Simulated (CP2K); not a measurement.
Runs of CP2K 2026.2 on Hf. The structure is hexagonal, space group P6_3/mmc (No. 194). The conventional cell has a = 3.197 Å, b = 3.197 Å, c = 5.058 Å, α = 90.00°, β = 90.00°, γ = 120.00°. Hf (site symmetry -6m2) is surrounded by 12 Hf at 3.13 to 3.20 Å. 

```csv
task,level,potentials or basis,cell,k mesh,smearing,EPS_DEFAULT,k points reduced by the point group,NGRIDS,potentials,CUTOFF of the grids,gap on the mesh (eV),pressure (GPa)
single point,BEEF-vdW,POTENTIAL_UZH Hf GTH-PBE-q12; TZVP-MOLOPT-PBE-GTH basis,as given,10 × 10 × 5,fermi-dirac 0.05 eV,1.0E-9,yes,4,Hf GTH-PBE-q12 of POTENTIAL_UZH,675 Ry,none,(a)
band structure,LDA,POTENTIAL_UZH Hf GTH-PBE-q12; TZVP-MOLOPT-PBE-GTH basis,as given,10 × 10 × 5,fermi-dirac 0.05 eV,1.0E-9,yes,4,Hf GTH-PBE-q12 of POTENTIAL_UZH,675 Ry,none,-5.6
band structure,PBE,POTENTIAL_UZH Hf GTH-PBE-q12; TZVP-MOLOPT-PBE-GTH basis,as given,10 × 10 × 5,fermi-dirac 0.1 eV,1.0E-9,yes,4,Hf GTH-PBE-q12 of POTENTIAL_UZH,450 Ry,none,1.0
relaxation of cell and atoms,LDA,GTH_POTENTIALS Hf GTH-PADE-q12; TZVP-MOLOPT-PBE-GTH basis,relaxed,7 × 7 × 4,fermi-dirac 0.1 eV,1.0E-9,-,4,Hf GTH-PADE-q12 of GTH_POTENTIALS,450 Ry,none,-0.2
single point,vdW-DF-cx,POTENTIAL_UZH Hf GTH-PBE-q12; TZVP-MOLOPT-PBE-GTH basis,as given,10 × 10 × 5,fermi-dirac 0.05 eV,1.0E-9,yes,4,Hf GTH-PBE-q12 of POTENTIAL_UZH,675 Ry,none,-2.5
band structure,PBE,POTENTIAL_UZH Hf GTH-PBE-q12; TZVP-MOLOPT-PBE-GTH basis,as given,10 × 10 × 5,fermi-dirac 0.05 eV,1.0E-9,yes,4,Hf GTH-PBE-q12 of POTENTIAL_UZH,675 Ry,none,0.8
band structure,SCAN,POTENTIAL_UZH Hf GTH-PBE-q12; TZVP-MOLOPT-PBE-GTH basis,as given,10 × 10 × 5,fermi-dirac 0.05 eV,1.0E-9,yes,4,Hf GTH-PBE-q12 of POTENTIAL_UZH,675 Ry,none,1.0
```

Alike in all rows: no spin polarisation.

Problem. Fill in the values left out.

Solution. (a) 1.4.

Caveats: the basis of atomic orbitals isn't converged, which shifts pressures, moduli and gaps; the potentials were made for another functional, which shifts forces and pressure (some runs); more than 0.5 GPa of stress was left at the end, so the final cell isn't listed (some runs).

A k mesh can miss the band edges, and the runs leave out spin-orbit coupling on Hf.

A gap of «none» marks a metal or a gap under the smearing width.

Not every run made on this cell is shown here.
